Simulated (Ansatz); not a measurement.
Phonons of BeO (wurtzite) at Γ, M = (0.5, 0.0, 0.0), A = (0.0, 0.0, 0.5), L = (0.5, 0.0, 0.5).

BeO (wurtzite)

```xyz
4
Lattice="2.6905 0.0000 0.0000 -1.3452 2.3300 0.0000 0.0000 0.0000 4.3699" Properties=species:S:1:pos:R:3 pbc="T T T"
Be     1.3452     0.7767     0.0063
Be     0.0000     1.5534     2.1913
O      1.3452     0.7767     2.7257
O      0.0000     1.5534     0.5408
```

Level of theory: r2SCAN (plane waves to 500 eV, PAW, scalar-relativistic; Ansatz, a quantum-chemistry and plane-wave program). Harmonic phonons by density-functional perturbation theory on a 12×12×6 k mesh, in cm⁻¹; i marks imaginary ones, q is in fractions of the reciprocal vectors of the cell shown, and the three acoustic modes at Γ are left out. The non-analytic (LO-TO) term is not included, so polar modes at Γ have their transverse values. BeO was relaxed with its symmetry unable to fall.

```json
[
 {"q": "Γ", "wavenumbers (cm⁻¹)": "340 (×2), 695 (×3), 723, 736 (×2), 897"},
 {"q": "M = (0.5, 0.0, 0.0)", "wavenumbers (cm⁻¹)": "332, 429, 506, 609, 625, 653, 681, 706, 708, 712, 886, 915"},
 {"q": "A = (0.0, 0.0, 0.5)", "wavenumbers (cm⁻¹)": "240 (×4), 460 (×2), 717 (×4), 1029 (×2)"},
 {"q": "L = (0.5, 0.0, 0.5)", "wavenumbers (cm⁻¹)": "419 (×2), 428 (×2), 674 (×2), 696 (×2), 731 (×2), 939 (×2)"}
]
```

The structure shows no imaginary mode at these points (lowest 240 cm⁻¹ at A = (0.0, 0.0, 0.5)); other wave vectors were not tested.

Highest mode: 1029 cm⁻¹ at A = (0.0, 0.0, 0.5).
